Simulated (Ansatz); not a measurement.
**Tuning gaps by epitaxial strain**

Plane-wave DFT in Ansatz, r2SCAN, scalar-relativistic PAW potentials, cutoff 500 eV, no spin-orbit coupling; no spin polarisation. Equal strain along a and b of the conventional cell, c and the atoms relaxed; gaps sought over the whole zone.

```csv
crystal,strain: gap (eV)
SnO₂ (P4_2/mnm),-4.5 %: 2.251; -3.0 %: 2.089; -1.5 %: 1.927; +0.0 %: 1.769; +1.5 %: 1.623; +3.0 %: 1.496; +4.5 %: 1.394
TiO₂ (I4_1/amd),-3.0 %: 2.882; -2.0 %: 2.756; -1.0 %: 2.637; +0.0 %: 2.529; +1.0 %: 2.432; +2.0 %: 2.350; +3.0 %: 2.279
ZnS (P6_3mc),-3.0 %: 2.746; -2.0 %: 2.778; -1.0 %: 2.787; +0.0 %: 2.777; +1.0 %: 2.753; +2.0 %: 2.657; +3.0 %: 2.555
SiC (P6_3mc),-6.0 %: 1.720; -4.0 %: 2.089; -2.0 %: 2.397; +0.0 %: 2.652; +2.0 %: 2.783; +4.0 %: 2.594; +6.0 %: 2.314
```

What are the slopes on either side of zero strain, and why can they differ?

SnO₂ (P4_2/mnm) -105 and -97; TiO₂ (I4_1/amd) -108 and -97; ZnS (P6_3mc) -10 and -24; SiC (P6_3mc) +128 and +66 meV per % (over the first step on the compressive side, then on the tensile side; a positive slope means the gap grows as the plane is stretched). The slope drops from the first side to the second in SiC (P6_3mc). The gap is the smallest distance between any valence top and conduction valley, so its slope drops where another pair takes over. In SiC (P6_3mc) the strain keeps the symmetry, so nothing splits at zero; most likely two bands or valleys cross within a step of it. Relaxations kept the strained cell's symmetry, so distortions at large strain weren't sought, and coherent films seldom hold more than 2 to 3 %. The slope of one pair of band edges is as a rule more reliable than the Kohn–Sham gap, while the strain at which pairs cross shifts with the functional.

Cost: about 40 core-minutes for the runs cited, on Intel Xeon Processor @ 2.50GHz (Skylake/Cascade Lake), AMD EPYC 7R43 (Zen 3), Arm Neoverse V2 and other processors (shared hosts).